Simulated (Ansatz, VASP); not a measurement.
# Al: VASP beside Ansatz

The input INCAR:

```
PREC     = Accurate       # precision mode
ENCUT    = 520            # plane-wave cutoff, eV
EDIFF    = 1E-7           # SCF threshold, eV
ISMEAR   = 0              # smearing method
SIGMA    = 0.15           # smearing width, eV
LREAL    = False          # projectors in reciprocal space
LASPH    = True           # aspherical terms in the spheres
NELM     = 60             # most SCF steps
ALGO     = Fast           # electronic algorithm
ISIF     = 2              # what is computed and relaxed
LWAVE    = False          # write WAVECAR
LCHARG   = False          # write CHGCAR
GGA      = PE             # functional
NBANDS   = 8              # bands
```

The input KPOINTS:

```
Automatic mesh
0
Gamma
  22 22 22
```

The input POSCAR:

```
Al
1.0
   -1.3889657014      1.3889657014      2.0181671642
    1.3889657014     -1.3889657014      2.0181671642
    1.3889657014      1.3889657014     -2.0181671642
Al
1
Direct
    0.0000000000      0.0000000000      0.0000000000
```

Input for Ansatz:

```yaml
crystal:
  lattice:
    - [-1.3889657014, 1.3889657014, 2.0181671642]
    - [1.3889657014, -1.3889657014, 2.0181671642]
    - [1.3889657014, 1.3889657014, -2.0181671642]
  atoms:
    - { symbol: Al, position: [0.0, 0.0, 0.0] }
basis:
  ecutwfc: 420
kpoints:
  mp_grid: { grid: [22, 22, 22] }
hamiltonian:
  xc: pbe
scf:
  occupations: { method: gaussian, width: 0.15 }
output:
  forces: true
  stress: true
  eigenvalues: true
```

Alike in both runs: task single point; functional PBE; k mesh 22 × 22 × 22; occupations gaussian, width 0.15 eV; no spin polarisation.

|  | VASP | Ansatz |
| --- | --- | --- |
| version | VASP 6.6.1 | Ansatz 0.2.0 |
| potentials or method | VASP PAW PBE potentials, release 64 (Al) | scalar-relativistic, plane waves, PAW |
| plane-wave cutoff (eV) | 520 | 420 |
| valence electrons in the cell | 3 | 3 |

|  | VASP | Ansatz | Ansatz less VASP |
| --- | --- | --- | --- |
| gap on the k mesh at the Fermi level (eV) | none | none | - |
| pressure (GPa) | 5.1 | 5.1 | +0.04 |
| largest component of the traceless stress (GPa) | 1.59 | 1.59 | -0.002 |

A gap of «none» marks a metal or a gap that the smearing closes.
